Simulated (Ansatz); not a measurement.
# AlAs (F-43m): volume and gaps against pressure

```yaml
crystal:
  lattice:
    - [2.83895, 2.83895, 0.00000]
    - [-2.83895, 2.83895, 0.00000]
    - [0.00000, 2.83895, 2.83895]
  atoms:
    - { symbol: Al, position: [0.00000, 0.00000, 0.00000] }
    - { symbol: As, position: [0.75000, 0.25000, 0.50000] }
```

This is the zero-pressure cell under r²SCAN. Cell and atoms are relaxed by PAW (default files of Ansatz 0.2.0, cutoff 500 eV, stress met within about 0.05 GPa) at each pressure, in this structure whether or not another phase would take over; P is the pressure reached, less that of this cell. Levels come from r²SCAN, PAW on Ansatz 0.2.0's default frozen-core files (fitted under PBE), scalar-relativistic; k mesh 8×8×8, fixed occupations, cutoff 500 eV. Conduction levels are in eV over the valence top (at Γ), at fixed fractional wave vectors. Zone-centre phonons come from finite displacements by PAW, without the LO-TO term.

```csv
P (GPa),V/V₀,X,L,Γ,T2 TO (cm⁻¹)
-1.99,1.0282,1.854,2.506,2.396,346.2
0.00,1.0000,1.815,2.621,2.631,357.6
1.96,0.9757,1.777,2.724,2.843,368.0
3.99,0.9536,1.740,2.821,3.043,377.9
7.00,?,?,?,?,?
9.99,0.8998,1.638,3.070,3.558,403.9
15.00,0.8642,1.558,3.246,3.922,422.8
```

**Question.** Fit the third-order Birch-Murnaghan equation to the rows shown.

**Answer.** With f = [(V₀/V)^(2/3) − 1]/2, the normalised pressure F = P/[3f(1 + 2f)^(5/2)] is 75.7 GPa at f = -0.0092, 76.1 GPa at f = 0.0083, 76.3 GPa at f = 0.0161, 76.6 GPa at f = 0.0365, 76.7 GPa at f = 0.0511. The line F = B₀[1 + (3/2)(B′ − 4)f] gives B₀ = 75.9 GPa and B′ = 4.1.

**Question.** What are the volume deformation potentials and pressure coefficients of these levels at zero pressure?

**Answer.** 

```
level  dE/dlnV (eV)  dE/dP = −(dE/dlnV)/B₀ (meV/GPa)  mean slope up to 2.0 GPa (meV/GPa)
    X          1.48                            -19.5                               -19.1
    L         -4.16                             54.8                                52.4
    Γ         -8.55                            112.6                               107.6
```

dE/dlnV is the slope of a cubic fit in ln V at V₀. The last column is read from two rows and shows how the slope bends with pressure.

**Question.** What mode Grüneisen parameters follow?

**Answer.** γ = −d ln ω/d ln V at V₀ from a quadratic fit in ln V: T2 1.17.

**Question.** What belongs in the row at 7.00 GPa?

**Answer.** The fits give V/V₀ = 0.9246 and X = 1.687 eV. Computed: V/V₀ = 0.9247, X = 1.688, L = 2.952, Γ = 3.313, T2 TO (cm⁻¹) = 391.5.

Known limits: no other phase was computed; many crystals of this kind change structure within this range, and rows or crossings beyond such a change describe a metastable lattice; frozen-core PAW files fitted under PBE, their cores solved anew for the functional of the run; no spin-orbit coupling on heavy atoms; semilocal gaps are low, and the spacing of valleys can be off by tenths of an eV; levels are read at fixed fractional k, so an edge that moves off these points is missed.
